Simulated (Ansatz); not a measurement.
NaH: which shells make which states

```
Na H
1.0
     0.00000    2.41556    2.41556
     2.41556    0.00000    2.41556
     2.41556    2.41556    0.00000
Na H
1 1
Direct
  0.00000 0.00000 0.00000
  0.50000 0.50000 0.50000
```

Atoms are numbered in the order listed.

The cell was built from the rocksalt type and relaxed in the same program, and has space group Fm-3m; it needn't be a known or the stable phase.

All numbers below come from DFT, PBE, all-electron LAPW, scalar-relativistic in Ansatz 0.2.0.

Numerical set-up: a Γ-centred 12×12×12 k mesh, Fermi–Dirac smearing of 0.08 eV, basis error target 0.5 meV/atom, no spin polarisation.

Weights are projections on a minimal set of Löwdin-orthogonalised atomic shells, summed over atoms of an element; the rest lies outside that basis, and weights on diffuse cation s shells are inflated where empty shells are missing from it. Energies are in eV from the valence-band top.

Points: L (0.500, 0.500, 0.500), W (0.500, 0.250, 0.750).

```tsv
state	character
L, -0.86 eV	?
W, 0.00 eV	?
```

Fill in "character" for the row "L, -0.86 eV".

H 1s 96 %.

What belongs in the row "W, 0.00 eV", column "character"?

H 1s 98 %.
